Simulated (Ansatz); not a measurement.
PtSe2 (P-3m1), comparing deformations

All numbers below come from DFT PBEsol, scalar-relativistic, plane waves, PAW in Ansatz. Settings: plane waves to 420 eV, k-mesh 12×12×10 (Γ-centred), Gaussian smearing 0.15 eV. Spin–orbit coupling is left out, which can shift energies with elements as heavy as these. No spin polarisation. Energies are free energies at this smearing, counted from the undisturbed cell; pressure is positive in compression.

Reference structure (relaxed at this level):

```
Pt Se
1.0
     3.76072    0.00000    0.00000
    -1.88036    3.25688    0.00000
     0.00000    0.00000    4.86331
Pt Se
1 2
Direct
  0.00000 0.00000 0.00000
  0.33333 0.66667 0.26068
  0.66667 0.33333 0.73932
```

The cell is strained by ε times a Voigt pattern (xx, yy, zz, yz, xz, xy; engineering shear) with fractional coordinates fixed. τ = (1/V0) dE/dε comes from the stress tensor. Of each scan, only the three points used here are listed.

| pattern | ε | τ (GPa) |
| --- | --- | --- |
| (0, 0, 1, 0, 0, 0) | -0.0150 | -1.81 |
| (0, 0, 1, 0, 0, 0) | 0.0000 | 0.00 |
| (0, 0, 1, 0, 0, 0) | 0.0150 | 1.70 |
| (1, 0, 0, 0, 0, 0) | -0.0300 | -8.21 |
| (1, 0, 0, 0, 0, 0) | 0.0000 | 0.02 |
| (1, 0, 0, 0, 0, 0) | 0.0150 | 3.57 |

Task: Which constants do the scans give, and which deformation costs least for the same size of strain tensor?

Result: The slope dτ/dε at zero (parabola through three points) is pᵀCp: (0, 0, 1, 0, 0, 0) gives C33 = 117 GPa; (1, 0, 0, 0, 0, 0) gives C11 = 249 GPa. The size of the strain tensor, ε:ε, is ε² times 1.0, 1.0. Per unit of it the stiffnesses are 117, 249 GPa, so (0, 0, 1, 0, 0, 0) is the softest of these: at ε:ε = (1 %)² the quadratic term costs 0.72 meV/atom against 1.54 for the stiffest. These are clamped-ion values.

Forces appear on the atoms along this scan, and letting them relax would lower the energy and soften the response. In a metal these slopes depend on the k mesh and the smearing.

Cost: 16 runs of about 5.3 core-minutes in all, on Arm Neoverse V2 (shared hosts).